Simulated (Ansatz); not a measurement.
# Si2Mo (I4/mmm) in Ansatz: band structure with HSE06

Aim: the band structure of Si2Mo with HSE06.

All numbers are computed with Ansatz 0.2.0; they aren't measurements. Logs are shortened: lines on timing, memory, paths and dates and some standing lists are left out, and cuts for length are marked.

## Step 1: The crystal as given

The structure is tetragonal, space group I4/mmm (No. 139). Conventional cell: a = 3.200 Å, b = 3.200 Å, c = 7.861 Å, α = 90.00°, β = 90.00°, γ = 90.00°. Mo (site symmetry 4/mmm) has 10 Si at 2.62 Å as nearest neighbours. Around Si (site symmetry 4mm) lie 5 Si at 2.61 to 2.63 Å and 5 Mo at 2.62 Å.

## Step 2: Band structure, HSE06

The input, input:

```
crystal:
  lattice:
    - [-1.6, 1.6, 3.9305]
    - [1.6, -1.6, 3.9305]
    - [1.6, 1.6, -3.9305]
  atoms:
    - { symbol: Mo, position: [0.0, 0.0, 0.0] }
    - { symbol: Si, position: [0.667, 0.667, 0.0] }
    - { symbol: Si, position: [0.333, 0.333, 0.0] }
hamiltonian:
  xc: hse06
  pseudopotentials: { kind: paw }
kpoints:
  mp_grid: { grid: [8, 8, 8] }
  band_path:
    path:
      - [[0.0, 0.0, 0.0], [0.0, 0.0, 0.5], [-0.0828541695, 0.0828541695, 0.5], [-0.2914270847, 0.2914270847, 0.2914270847], [0.0, 0.0, 0.0], [0.5, 0.5, -0.5], [0.2914270847, 0.7085729153, -0.2914270847], [0.0, 0.5, 0.0], [0.25, 0.25, 0.25], [0.5, 0.5, -0.0828541695], [0.5, 0.5, -0.5]]
      - [[0.0, 0.0, 0.5], [0.25, 0.25, 0.25]]
    npoints: 4
scf:
  occupations: { method: fermi_dirac, width: 0.05 }
  n_extra_bands: 7
output:
  forces: true
  stress: true
  eigenvalues: true
  fatbands: false
```

Potentials or basis: Ansatz PAW.

What it wrote:

```text
Warning: output.stress: scf.convergence.dr2_threshold = 1e-7 eV (the SCF's general default) is looser than the 3e-10 eV advised for a printed stress (1e-10 eV for each atom of the cell: 3). What an SCF threshold leaves in a stress goes as its square root, and in the free energy as the threshold itself, and one threshold admits the most on a small cell: of the crystals measured, under no hybrid functional and no lock of the moments, on runs that ended without the residual-converged pass, on stresses that held no estimate of that error, the worst erred by over 100 MPa in a component at 1e-7 eV an atom and by under 5 at 1e-10. Set scf.convergence.dr2_threshold to 3e-10 eV or tighter. The threshold is an SCF's pass mark: one that does not reach it within its budget of iterations ends unconverged, or closes short of it on a stop that the run arms, and scf.convergence.dr2_threshold's page says what that costs each kind of run
Warning: output.stress: scf.exx.energy_threshold = 1e-6 eV is looser than the 3e-8 eV advised for a stress under a hybrid functional (1e-8 eV for each atom of the cell: 3). Every SCF of the exchange loop can meet its threshold on dr2 while the loop round them stops early: no threshold on dr2 bounds what that leaves in the stress. Set scf.exx.energy_threshold to 3e-8 eV or tighter. The threshold is the loop's pass mark: a loop that does not reach it within its budget of cycles ends unconverged, and scf.exx.energy_threshold's page has the law
basis.fft_grid_basis auto: the FFT boxes are laid along the combinations [[1, 0, 1], [0, 1, 1], [0, 0, 1]] of the cell's own vectors, 3.200, 3.200 and 4.535 Å long. The dense box has 24×24×32 points. Along the cell's own vectors, as sized, it would have 32×32×32, 1.78 times as many. Of the 16 symmetry operations that the crystal satisfies within crystal.symmetry.tolerance (time reversal apart; of a slab, those that keep its plane) the dense box along the cell's own vectors carries 16, and the one as laid loses 12 of those. basis.fft_grid_basis: typed keeps the cell's own vectors: state it where this run's energies or levels are differenced outside the engine with another run's, or held beside a run that keeps those vectors.
scf.n_extra_bands = 7 over 11 filled bands (N_el = 22.0): the run solves 18 bands
GPUs: using 1 of 1 available (devices: 1).
Engine: ansatz 0.2.0, x86_64-unknown-linux-gnu
Pseudopotentials: kind: paw
Pseudopotential: Mo, paw, valence charge 14, recommended cutoff 420 eV (normal), Mo.paw.azcp
Pseudopotential: Si, paw, valence charge 4, recommended cutoff 420 eV (normal), Si.paw.azcp
Functional definition: HSE06
  parameter a = 0.25
  parameter omega = 0.11/bohr
  exchange = pbe_x - a*pbe_x_sr(omega) + a*exact_x_sr(omega)
  correlation = pbe_c
device memory: the entry about to start is reckoned to put 0.9 GiB on a device that reports 44.3 GiB free (of which the cap on the GPU budget leaves the run 18.0 GiB)
GPU FFT provider: cuFFT
GPU libraries: cuBLAS 13.8.2, cuFFT 12.4.0, cuSOLVER 12.3.4
Crystal: 3 atoms, lattice volume = 40.248 Å³
Basis set: ecut = 420 eV, 769 PW (Γ), FFT grids on a1+a3, a2+a3, a3, exchange–correlation on 48×48×64 points (8 copies of the dense FFT grid, shifted against one another)
Bands: 18, of which v1, the nominal top of the filled ones, is band 11 counted from 1 (10 counted from 0)
Symmetry: 16 space group operations
Space group: I4/mmm (ITA 139), of the structure as read, at distance tolerance 3.4e-5 Å
k-points: 59 of 512
Non-local potential: Mo, projectors of the file, l = 0: 3, l = 1: 2, l = 2: 2, l = 3: 1
Non-local potential: Si, projectors of the file, l = 0: 2, l = 1: 2, l = 2: 2
PAW form: soft (Blöchl's): semilocal exchange-correlation on the pseudo side does not see the compensation charge
PAW frozen core: Mo, regenerated for the run's functional, and the local potential with it (the file was generated under x = pbe(κ = 0.804, μ = 0.2195149727645171), c = pbe(β = 0.06672455060314922))
PAW frozen core: Si, regenerated for the run's functional, and the local potential with it (the file was generated under x = pbe(κ = 0.804, μ = 0.2195149727645171), c = pbe(β = 0.06672455060314922))
PAW one-centre angular grid: Mo, 590 points (default); XC on 64 Gauss nodes
PAW one-centre angular grid: Si, 110 points (default); XC on 64 Gauss nodes
Initial density: superposition of atomic densities (neutral atoms: chi_scale 0, normalization atom), corrected by the library's trained network
Initial wavefunctions: pseudopotential atomic-orbital guess
GPU buffer pool allocated for 18432 grid points (all kernels)
GPU transforms: local potential and band sums: pruned to the plane-wave sphere, on 24×24×32
Functional: x = pbe(κ = 0.804, μ = 0.2195149727645171), c = pbe(β = 0.06672455060314922), warm-up for x = pbe(κ = 0.804, μ = 0.2195149727645171) + 0.25 (exact − pbe) at short range (hse, ω = 0.20786987370883472 Å⁻¹), c = pbe(β = 0.06672455060314922); HSE06 as pw.x's `hse` composes it (authors' and Libxc's form: `xc: wpbeh`)
SCF iter   1: F=—  HF=-6229.118056 eV  |F-HF|=—  |Δ(HF+E_count)|=         —  Δρ=4.45e-3  dr2=7.94e-3  ethr=1.77e-3  ⟨swp⟩=6.9  Hψ=4593  notcnv=0
preconditioner: auto → none  [insulator: Δε(μ)=0.168 eV  Ē_g=9.420 eV  σ=0.050 eV  W_gap=0.56  n_scr=10 (ndim 8)  ℏωp=21.9 eV  f_vac=0.000  D(μ)=0.23/eV (n_scr^D=0)]
iter 2 solved again at ethr=2.46e-6 eV; its pass at ethr=3.61e-5 eV (dr2=5.41e-4 eV) is discarded
SCF iter   2: F=—  HF=-6229.116666 eV  |F-HF|=—  |Δ(HF+E_count)|=   1.39e-3  Δρ=1.76e-3  dr2=5.32e-4  ethr=2.46e-6  ⟨swp⟩=2.3  Hψ=4043  notcnv=0  defer=3
SCF iter   3: F=—  HF=-6229.116767 eV  |F-HF|=—  |Δ(HF+E_count)|=   1.01e-4  Δρ=6.11e-4  dr2=4.85e-5  ethr=2.42e-6  ⟨swp⟩=2.4  Hψ=1752  notcnv=0  defer=2
SCF iter   4: F=—  HF=-6229.116796 eV  |F-HF|=—  |Δ(HF+E_count)|=   2.92e-5  Δρ=9.83e-5  dr2=9.41e-7  ethr=2.20e-7  ⟨swp⟩=2.8  Hψ=1815  notcnv=0  defer=1
SCF iter   5: F=—  HF=-6229.116798 eV  |F-HF|=—  |Δ(HF+E_count)|=   1.32e-6  Δρ=1.11e-5  dr2=5.14e-8  ethr=4.28e-9  ⟨swp⟩=3.9  Hψ=2252  notcnv=0
SCF iter   6: F=—  HF=-6229.116798 eV  |F-HF|=—  |Δ(HF+E_count)|=   6.50e-9  Δρ=2.56e-6  dr2=1.37e-9  ethr=2.34e-10  ⟨swp⟩=2.9  Hψ=1875  notcnv=0
SCF iter   7: F=-6229.116798 eV  HF=-6229.116798 eV  |F-HF|=1.09e-11  |Δ(HF+E_count)|=  4.35e-10  Δρ=3.74e-7  dr2=2.50e-11  ethr=6.22e-12  ⟨swp⟩=3.1  Hψ=2081  notcnv=0
SCF 1 converged in 7 iterations: F = -6229.116798 eV  dr2 = 2.50e-11
device memory: the entry about to start is reckoned to put 1.5 GiB (of the 1.6 GiB reckoned in all, the device holds 0.1 GiB already) on a device that reports 43.1 GiB free (of which the cap on the GPU budget leaves the run 17.9 GiB)
GPU FFT provider: cuFFT
GPU libraries: cuBLAS 13.8.2, cuFFT 12.4.0, cuSOLVER 12.3.4
Initial density: handed on by an earlier stage of this run
Initial wavefunctions: those handed on with the density
GPU buffer pool allocated for 18432 grid points (all kernels)
GPU transforms: local potential and band sums: pruned to the plane-wave sphere, on 24×24×32
Functional: x = pbe(κ = 0.804, μ = 0.2195149727645171) + 0.25 (exact − pbe) at short range (hse, ω = 0.20786987370883472 Å⁻¹), c = pbe(β = 0.06672455060314922); HSE06 as pw.x's `hse` composes it (authors' and Libxc's form: `xc: wpbeh`)
Exchange kernel: α = 0.2500, screened, ω = 0.2079 Å⁻¹, Wigner–Seitz truncation, v(0) = 1046.8944 eV·Å³, q-mesh 8×8×8, nearest image of the exchange supercell L = 25.60 Å, pair-density grid 20×20×27, without the augmentation charges, whose exchange is taken in its separable form by FFT convolution over the k-point mesh (the finest that the files' search goes to), smooth part of the exact exchange by density-matrix convolution in up to 6.35 GiB of GPU memory as planned if the GPU has room (build and FFT work areas not counted)
Frozen-core exchange: fock
iter 1 solved again at ethr=8.46e-5 eV; its pass at ethr=1.00e-1 eV (dr2=1.86e-2 eV) is discarded
SCF iter   1: F=—  HF=-6232.165801 eV  |F-HF|=—  |Δ(HF+E_count)|=         —  Δρ=7.33e-3  dr2=2.16e-2  ethr=8.46e-5  ⟨swp⟩=3.9  Hψ=4855  notcnv=0
preconditioner: auto → none  [insulator: Δε(μ)=0.271 eV  Ē_g=10.775 eV  σ=0.050 eV  W_gap=0.73  n_scr=10 (ndim 8)  ℏωp=21.9 eV  f_vac=0.000  D(μ)=0.12/eV (n_scr^D=0)]
SCF iter   2: F=—  HF=-6232.159326 eV  |F-HF|=—  |Δ(HF+E_count)|=   6.47e-3  Δρ=3.35e-3  dr2=1.02e-2  ethr=8.46e-5  ⟨swp⟩=3.0  Hψ=2835  notcnv=0
SCF iter   3: F=—  HF=-6232.157800 eV  |F-HF|=—  |Δ(HF+E_count)|=   1.53e-3  Δρ=2.22e-3  dr2=3.69e-3  ethr=3.75e-5  ⟨swp⟩=3.0  Hψ=2472  notcnv=0
SCF iter   4: F=—  HF=-6232.163109 eV  |F-HF|=—  |Δ(HF+E_count)|=   5.31e-3  Δρ=1.70e-3  dr2=1.18e-3  ethr=1.32e-5  ⟨swp⟩=3.1  Hψ=1967  notcnv=0
SCF iter   5: F=—  HF=-6232.162795 eV  |F-HF|=—  |Δ(HF+E_count)|=   3.14e-4  Δρ=6.31e-4  dr2=1.59e-4  ethr=5.02e-6  ⟨swp⟩=2.5  Hψ=1768  notcnv=0
SCF iter   6: F=—  HF=-6232.163010 eV  |F-HF|=—  |Δ(HF+E_count)|=   2.15e-4  Δρ=3.41e-4  dr2=6.93e-5  ethr=5.04e-7  ⟨swp⟩=3.0  Hψ=2081  notcnv=0
SCF iter   7: F=—  HF=-6232.162996 eV  |F-HF|=—  |Δ(HF+E_count)|=   1.45e-5  Δρ=6.21e-5  dr2=4.67e-6  ethr=2.67e-7  ⟨swp⟩=2.2  Hψ=1729  notcnv=0
SCF iter   8: F=—  HF=-6232.163007 eV  |F-HF|=—  |Δ(HF+E_count)|=   1.14e-5  Δρ=9.15e-5  dr2=6.40e-6  ethr=8.19e-9  ⟨swp⟩=4.1  Hψ=3200  notcnv=0
SCF iter   9: F=-6232.163006 eV  HF=-6232.163006 eV  |F-HF|=2.37e-8  |Δ(HF+E_count)|=   1.37e-6  Δρ=6.44e-6  dr2=3.88e-7  ethr=8.19e-9  ⟨swp⟩=3.0  Hψ=1951  notcnv=0
SCF 2 stopped early in 9 iterations: F = -6232.163006 eV  dr2 = 3.88e-7
  Residual-converged pass: ⟨swp⟩=3.2  Hψ=2349  notcnv=0  max |occ|·‖R‖ = 6.6e-6 eV (tolerance 6.7e-6 eV)  dr2=3.87e-7  dr2_onsite=5.28e-10  max |Δocc| = 1.0e-10
hybrid outer 1: dexx = +6.852e-3 eV, tail = 7.31e-6 eV
GPU FFT provider: cuFFT
GPU libraries: cuBLAS 13.8.2, cuFFT 12.4.0, cuSOLVER 12.3.4
GPU buffer pool allocated for 18432 grid points (all kernels)
GPU transforms: local potential and band sums: pruned to the plane-wave sphere, on 24×24×32
Exchange kernel: α = 0.2500, screened, ω = 0.2079 Å⁻¹, Wigner–Seitz truncation, v(0) = 1046.8944 eV·Å³, q-mesh 8×8×8, nearest image of the exchange supercell L = 25.60 Å, pair-density grid 20×20×27, without the augmentation charges, whose exchange is taken in its separable form by FFT convolution over the k-point mesh (the finest that the files' search goes to), smooth part of the exact exchange by density-matrix convolution in up to 6.35 GiB of GPU memory as planned if the GPU has room (build and FFT work areas not counted)
Frozen-core exchange: fock
SCF iter   1: F=—  HF=-6232.162964 eV  |F-HF|=—  |Δ(HF+E_count)|=         —  Δρ=3.67e-5  dr2=2.55e-7  ethr=1.66e-7  ⟨swp⟩=3.9  Hψ=2700  notcnv=0
preconditioner: auto → none  [insulator: Δε(μ)=0.255 eV  Ē_g=10.765 eV  σ=0.050 eV  W_gap=0.72  n_scr=10 (ndim 8)  ℏωp=21.9 eV  f_vac=0.000  D(μ)=0.13/eV (n_scr^D=0)]
SCF iter   2: F=—  HF=-6232.162964 eV  |F-HF|=—  |Δ(HF+E_count)|=   7.88e-8  Δρ=1.20e-5  dr2=2.50e-8  ethr=1.07e-9  ⟨swp⟩=3.1  Hψ=2032  notcnv=0
SCF iter   3: F=—  HF=-6232.162964 eV  |F-HF|=—  |Δ(HF+E_count)|=   8.43e-8  Δρ=2.83e-6  dr2=5.15e-9  ethr=4.80e-11  ⟨swp⟩=4.1  Hψ=2609  notcnv=0  defer=2
SCF iter   4: F=-6232.162964 eV  HF=-6232.162964 eV  |F-HF|=9.09e-12  |Δ(HF+E_count)|=   1.12e-9  Δρ=2.68e-7  dr2=1.14e-10  ethr=1.90e-11  ⟨swp⟩=2.8  Hψ=1881  notcnv=0
SCF 3 converged in 4 iterations: F = -6232.162964 eV  dr2 = 1.14e-10
  Residual-converged pass: ⟨swp⟩=3.9  Hψ=2455  notcnv=0  max |occ|·‖R‖ = 2.7e-7 eV (tolerance 2.7e-7 eV)  dr2=1.12e-10  dr2_onsite=1.21e-12  max |Δocc| = 8.4e-13
hybrid outer 2: dexx = +1.020e-7 eV, tail = 4.02e-9 eV, Δε = 6.22e-4 eV (about 1.38e-5 eV left of the loop's levels), ΔF = 5.97e-4 eV/Å (tail 1.86e-4)
device memory: the entry about to start is reckoned to put 0.4 GiB on a device that reports 51.6 GiB free (of which the cap on the GPU budget leaves the run 18.0 GiB)
NSCF: frozen V_eff on 46 k-points, pencils in batches of 32, up to order 80
hybrid SCF converged: 2 outer / 13 inner (+7 warm-up), last move |dexx| = 1.02e-7 eV, tail = 4.02e-9 eV
Stability not checked: this state was not tested for a lower state beside it, because the functional holds exact exchange (a hybrid, or Hartree-Fock), whose exchange loop this test does not read (fock_operator; see scf.lower_state_search)
Free energy (F): -6232.162964 eV
Frozen-core exchange: fock
Harris-Foulkes:  -6232.162964 eV  (|F-HF|=9.09e-12)
Internal energy: -6232.161989 eV  (E = F + TS)
E sigma→0 (E₀):  -6232.162477 eV
Entropy (-TS):   -0.000976 eV (-0.325 meV/atom)
Fermi energy:    15.913006 eV
--- Per-component energies (eV) ---
  E_band       = -82.064751
  E_kinetic    = 530.311052
  E_local      = -1142.306332  (includes V_loc(G=0)·N_el)
  E_nonlocal   = 189.553285
  E_hartree    = 425.571082
  E_xc         = -240.746583
  E_vxc        = -263.196822  (∫ρ·V_xc dr)
  E_exx        = -53.852116  (= α·E_x^exact, valence–valence)
  E_paw        = -4232.612823  (= ΣΔE_a)
  E_vpaw       = -139.864089  (= ΣTr[D̂ρ^β])
  E_aug_tail   = 0.000041  (compensation charges beyond the density's cutoff)
  E_ewald      = -1707.522119
  E_core_change = -0.557477  (= ΣΔE_core)
  E_smearing   = -0.000976  (= −TS)
  E_closure    = 0.000001  (closes the sum)
  Σ components = -6232.162964   (vs F -6232.162964, Δ=0.00e0)
--- Forces (eV/Å), atoms counted from 1 ---
  atom   1  Mo    -0.00000000    -0.00000000     0.00000000
  atom   2  Si    -0.00000000    -0.00000000    -0.51186273
  atom   3  Si     0.00000000     0.00000000     0.51186273
  max |Σ_I F_I| component: 3.41e-26 eV/Å
--- Stress (GPa, compression-positive) ---
       -2.639764       0.000000      -0.000000
        0.000000      -2.639764       0.000000
       -0.000000       0.000000      -5.613519
  P = ⅓ Tr σ = -3.6310 GPa (-36.310 kbar)
--- Band table (eV; the first three rows and the last of 59) ---
  k-point 0: bands = ["-48.8632", "-21.6603", "-21.5124", "-21.5124", "0.7588", "8.7325", "11.9673", "12.5767", "12.7258", "12.7258", "16.2642", "19.3657", "19.4524", "19.9696", "19.9696", "20.7628", "21.6772", "21.6772"]
  k-point 1: bands = ["-48.8570", "-21.6517", "-21.5559", "-21.5520", "1.2895", "9.1865", "10.7744", "11.5995", "12.7093", "13.9140", "14.5838", "18.5669", "19.8689", "20.0756", "20.2317", "21.2052", "22.9074", "23.3359"]
  k-point 2: bands = ["-48.8418", "-21.6548", "-21.6465", "-21.6314", "2.7619", "9.6755", "9.8490", "9.9530", "12.7771", "13.1740", "13.7762", "19.2134", "19.8271", "20.0778", "20.3232", "21.0951", "21.9986", "24.4453"]
  k-point 58: bands = ["-48.8631", "-21.6837", "-21.5135", "-21.5135", "2.8022", "4.5999", "12.0472", "13.3461", "15.1182", "15.1182", "15.3022", "15.3022", "16.4513", "21.0882", "21.8997", "22.6101", "25.2903", "25.7940"]
```

Wall time 3.1 min (1 × NVIDIA H100 80GB HBM3 with 2 threads of AMD EPYC 7R13 (Zen 3), shared host); peak memory 4 GiB.

Results:

```yaml
Free_energy: -6232.1630 eV
Pressure: -3.6 GPa
Largest_force: 0.512 eV/Å
Band_gap_on_the_k_mesh: none (metal or under the smearing width)
```

Forces in eV/Å, atoms in the order of the input:
```
Mo   0.000  0.000  0.000
Si   0.000  0.000 -0.512
Si   0.000  0.000  0.512
```

Levels at the corners of the path, in eV from the Fermi level:
| point | band 8 | band 9 | band 10 | band 11 | band 12 | band 13 | band 14 | band 15 |
| --- | --- | --- | --- | --- | --- | --- | --- | --- |
| Γ | -3.34 | -3.19 | -3.19 | 0.35 | 3.45 | 3.54 | 4.06 | 4.06 |
| X | -5.95 | -5.18 | -3.64 | -1.53 | 3.15 | 3.41 | 3.42 | 3.79 |
| Y | -5.19 | -4.42 | -3.50 | -2.11 | 2.28 | 2.46 | 3.25 | 5.34 |
| S | -3.15 | -2.93 | -2.79 | -0.63 | 2.07 | 3.64 | 4.03 | 5.14 |
| Γ | -3.34 | -3.19 | -3.19 | 0.35 | 3.45 | 3.54 | 4.06 | 4.06 |
| Z | -2.57 | -0.79 | -0.79 | -0.61 | -0.61 | 0.54 | 5.18 | 5.99 |
| S1 | -3.15 | -2.93 | -2.79 | -0.63 | 2.07 | 3.64 | 4.03 | 5.14 |
| N | -5.14 | -3.04 | -3.00 | -0.74 | 3.03 | 3.44 | 4.76 | 4.76 |
| P | -7.10 | -3.27 | -2.52 | -2.52 | 0.53 | 3.15 | 4.52 | 4.52 |
| Y1 | -5.19 | -4.42 | -3.50 | -2.11 | 2.28 | 2.46 | 3.25 | 5.34 |
| Z | -2.57 | -0.79 | -0.79 | -0.61 | -0.61 | 0.54 | 5.18 | 5.99 |
| X | -5.95 | -5.18 | -3.64 | -1.53 | 3.15 | 3.41 | 3.42 | 3.79 |
| P | -7.10 | -3.27 | -2.52 | -2.52 | 0.53 | 3.15 | 4.52 | 4.52 |

Caveat: the PAW data sets come from PBE, with cores solved anew for the run's functional, which leaves a small shift of forces and pressure; the thresholds are loose for stress.
